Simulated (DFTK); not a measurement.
# Sb (P2_1/m) in DFTK: reference runs

Aim: a first look at Sb with PBE, on the cell as given and on a disturbed one.

Everything below comes from runs of DFTK 0.8.2. Logs are shortened: lines on timing, memory, paths and dates and some standing lists are left out, and cuts for length are marked.

## (1) The structure

Symmetry: P2_1/m, No. 11, monoclinic system. Conventional cell: a = 3.122 Å, b = 4.348 Å, c = 4.406 Å, α = 90.00°, β = 90.51°, γ = 90.00°. Sb (site symmetry m) has 6 Sb at 3.04 to 3.15 Å as nearest neighbours.

This isn't the form of Sb at room conditions, which is rhombohedral.

## (2) Single point, PBE (atoms moved at random, drawn with an rms of 0.05 Å)

run.jl reads:

```julia
using DFTK
using PseudoPotentialData
using Unitful, UnitfulAtomic
using LinearAlgebra, Printf
include("save.jl")
disable_threading()

# lattice vectors are the columns
lattice = austrip(1u"Å") * [      3.122402            0.0      -0.038915;
                      0.0       4.347518            0.0;
                      0.0            0.0       4.405852]
symbols   = [:Sb, :Sb]
positions = [[0.012176, 0.261488, 0.242609],
             [1.001542, 0.746485, 0.765354]]
pseudopotentials = PseudoFamily("dojo.nc.sr.pbe.v0_4_1.standard.upf")
elements = Dict(s => ElementPsp(s, pseudopotentials) for s in unique(symbols))
atoms    = [elements[s] for s in symbols]

build_model(lattice, positions; symmetries=true) =
    model_DFT(lattice, atoms, positions;
              functionals=PBE(),
              temperature=austrip(0.05u"eV"),
              smearing=Smearing.FermiDirac(),
              symmetries)
Ecut  = 40.0  # hartree
kgrid = [9, 6, 6]
tol   = 1e-6
to_GPa = ustrip(uconvert(u"GPa", 1u"hartree/bohr^3"))

model = build_model(lattice, positions)
basis = PlaneWaveBasis(model; Ecut, kgrid)
display(basis)
scfres = self_consistent_field(basis;
                               tol,
                               nbandsalg=AdaptiveBands(model; n_bands_converge=20))
display(scfres.energies)
@printf "Fermi level: %.6f eV\n" ustrip(auconvert(u"eV", something(scfres.εF, NaN)))
forces = compute_forces_cart(scfres)
println("Forces (eV/Å)")
for (s, f) in zip(symbols, forces)
    @printf "%-3s %12.6f %12.6f %12.6f\n" s ustrip.(auconvert.(u"eV/Å", f))...
end
stress = compute_stresses_cart(scfres)
println("Stress (GPa)")
display(round.(stress * to_GPa; digits=4))
println("Levels at the first k-point (eV): ", round.(ustrip.(auconvert.(u"eV", scfres.eigenvalues[1][1:scfres.n_bands_converge])); digits=4))
save_scf!(scfres; forces, stress)
```

Potentials or basis: dojo.nc.sr.pbe.v0_4_1.standard.upf (PBE).

Command:

```console
$ julia --threads=1 run.jl  # save.jl only writes the numbers to a file and isn't shown; printed stress counts tension as positive; times include loading and compiling
```

What it wrote:

```text
PlaneWaveBasis discretization:

    Ecut                 : 40.0 Ha
    fft_size             : (36, 50, 50), 90000 total points
    kgrid                : MonkhorstPack([9, 6, 6])
    num.   red. kpoints  : 324
    num. irred. kpoints  : 324

    Discretized Model(gga_x_pbe+gga_c_pbe, 3D):
        lattice (in Bohr)    : [5.90048   , 0         , -0.0735387]
                               [0         , 8.21562   , 0         ]
                               [0         , 0         , 8.32585   ]
        unit cell volume     : 403.61 Bohr³

        atoms                : Sb₂
        pseudopot. family    : PseudoFamily("dojo.nc.sr.pbe.v0_4_1.standard.upf")

        num. electrons       : 30
        spin polarization    : none
        temperature          : 0.0018375 Ha
        smearing             : DFTK.Smearing.FermiDirac()

        terms                : Kinetic()
                               AtomicLocal()
                               AtomicNonlocal()
                               Ewald(nothing)
                               PspCorrection()
                               Hartree()
                               Xc(gga_x_pbe, gga_c_pbe)
                               Entropy()
n     Energy            log10(ΔE)   log10(Δρ)   Diag   Δtime
---   ---------------   ---------   ---------   ----   ------
  1   -181.9033456227                   -1.29    4.8    91.5s
  2   -181.9050213500       -2.78       -1.71    1.0    37.6s
  3   -181.9052350071       -3.67       -2.04    3.3    60.2s
  4   -181.9052446557       -5.02       -2.59    2.4    44.6s
  5   -181.9052499345       -5.28       -3.14    3.8    61.3s
  6   -181.9052502448       -6.51       -3.24    2.9    61.8s
  7   -181.9052503705       -6.90       -4.49    1.1    37.4s
  8   -181.9052503809       -7.99       -4.74    4.9    90.1s
  9   -181.9052503810      -10.06       -5.49    1.3    44.2s
 10   -181.9052503810      -11.15       -5.66    3.3    63.0s
 11   -181.9052503810      -11.71       -6.01    1.4    40.8s
Energy breakdown (in Ha):
    Kinetic             106.4986903
    AtomicLocal         -142.8657528
    AtomicNonlocal      -38.8801684
    Ewald               -108.7381716
    PspCorrection       3.9626672
    Hartree             43.5988500
    Xc                  -45.4808662
    Entropy             -0.0004989

    total               -181.905250380971
Fermi level: 6.913440 eV
Forces (eV/Å)
Sb     -0.012351    -0.094992     0.076279
Sb      0.012355     0.094999    -0.076272
Stress (GPa)
3×3 StaticArraysCore.SMatrix{3, 3, Float64, 9} with indices SOneTo(3)×SOneTo(3):
 -1.0773  -0.0133  -0.0857
 -0.0133  -0.2628   0.4518
 -0.0857   0.4518  -0.4896
Levels at the first k-point (eV): [-22.4413, -22.4277, -22.3623, -22.34, -22.3033, -22.3005, -22.2604, -22.2579, -22.2574, -22.1819, -5.6059, -0.5189, 3.2164, 3.3533, 8.8402, 9.8843, 10.168, 10.3339, 13.7398, 13.9936]
```

Wall time 18 min (1 thread of Intel Xeon Platinum 8488C (Sapphire Rapids), shared host); peak memory 6.4 GiB.

Results:

```yaml
Free_energy: -4949.8940 eV
Pressure: 0.6 GPa
Largest_force: 0.122 eV/Å
Band_gap_on_the_k_mesh: none (metal or under the smearing width)
```

Forces on the atoms (eV/Å):
```
Sb  -0.012 -0.095  0.076
Sb   0.012  0.095 -0.076
```

Spin-orbit coupling is left out, which matters for the levels of Sb.

## (3) Single point, PBE

Changes to run.jl since step 2:

```diff
@@ -12,4 +12,4 @@
 symbols   = [:Sb, :Sb]
-positions = [[0.012176, 0.261488, 0.242609],
-             [1.001542, 0.746485, 0.765354]]
+positions = [[0.011389, 0.25, 0.241166],
+             [0.988611, 0.75, 0.758834]]
 pseudopotentials = PseudoFamily("dojo.nc.sr.pbe.v0_4_1.standard.upf")
```

Potentials or basis: dojo.nc.sr.pbe.v0_4_1.standard.upf (PBE).

Command:

```console
$ julia --threads=1 run.jl  # save.jl only writes the numbers to a file and isn't shown; printed stress counts tension as positive; times include loading and compiling
```

What it wrote:

```text
PlaneWaveBasis discretization:

    Ecut                 : 40.0 Ha
    fft_size             : (36, 50, 50), 90000 total points
    kgrid                : MonkhorstPack([9, 6, 6])
    num.   red. kpoints  : 324
    num. irred. kpoints  : 112

    Discretized Model(gga_x_pbe+gga_c_pbe, 3D):
        lattice (in Bohr)    : [5.90048   , 0         , -0.0735387]
                               [0         , 8.21562   , 0         ]
                               [0         , 0         , 8.32585   ]
        unit cell volume     : 403.61 Bohr³

        atoms                : Sb₂
        pseudopot. family    : PseudoFamily("dojo.nc.sr.pbe.v0_4_1.standard.upf")

        num. electrons       : 30
        spin polarization    : none
        temperature          : 0.0018375 Ha
        smearing             : DFTK.Smearing.FermiDirac()

        terms                : Kinetic()
                               AtomicLocal()
                               AtomicNonlocal()
                               Ewald(nothing)
                               PspCorrection()
                               Hartree()
                               Xc(gga_x_pbe, gga_c_pbe)
                               Entropy()
n     Energy            log10(ΔE)   log10(Δρ)   Diag   Δtime
---   ---------------   ---------   ---------   ----   ------
  1   -181.9034921999                   -1.29    4.9    81.5s
  2   -181.9051630749       -2.78       -1.72    1.0    36.4s
  3   -181.9053820572       -3.66       -2.05    3.3    61.6s
  4   -181.9053922212       -4.99       -2.59    2.4    41.9s
  5   -181.9053979690       -5.24       -3.21    3.9    64.7s
  6   -181.9053982242       -6.59       -3.27    3.0    60.2s
  7   -181.9053983311       -6.97       -4.55    1.0    36.5s
  8   -181.9053983393       -8.08       -5.01    5.0    80.4s
  9   -181.9053983393      -10.81       -5.13    1.9    45.9s
 10   -181.9053983394      -10.80       -5.81    1.0    35.0s
 11   -181.9053983394      -11.52       -6.53    3.8    64.9s
Energy breakdown (in Ha):
    Kinetic             106.4970130
    AtomicLocal         -142.7405870
    AtomicNonlocal      -38.8824362
    Ewald               -108.7994976
    PspCorrection       3.9626672
    Hartree             43.5373525
    Xc                  -45.4794294
    Entropy             -0.0004808

    total               -181.905398339367
Fermi level: 6.916196 eV
Forces (eV/Å)
Sb     -0.028160     0.000000     0.054184
Sb      0.028160    -0.000000    -0.054184
Stress (GPa)
3×3 StaticArraysCore.SMatrix{3, 3, Float64, 9} with indices SOneTo(3)×SOneTo(3):
 -0.6721   0.0     -0.0789
  0.0     -0.1218   0.0
 -0.0789   0.0     -0.3813
Levels at the first k-point (eV): [-22.4391, -22.4293, -22.3629, -22.3431, -22.3037, -22.3028, -22.2621, -22.2616, -22.2601, -22.1856, -5.5931, -0.5284, 3.2196, 3.3516, 8.9349, 9.9003, 10.1265, 10.2606, 13.5913, 13.9821]
```

Run time: 19 min. Hardware: 1 thread of AMD EPYC, shared host; peak memory 3 GiB.

What came out:

```yaml
Free_energy: -4949.8981 eV
Pressure: 0.4 GPa
Largest_force: 0.061 eV/Å
Band_gap_on_the_k_mesh: none (metal or under the smearing width)
```

Forces in eV/Å, atoms in the order of the input:
```
Sb  -0.028  0.000  0.054
Sb   0.028  0.000 -0.054
```

The run has no spin-orbit coupling, so splittings on Sb are missing.
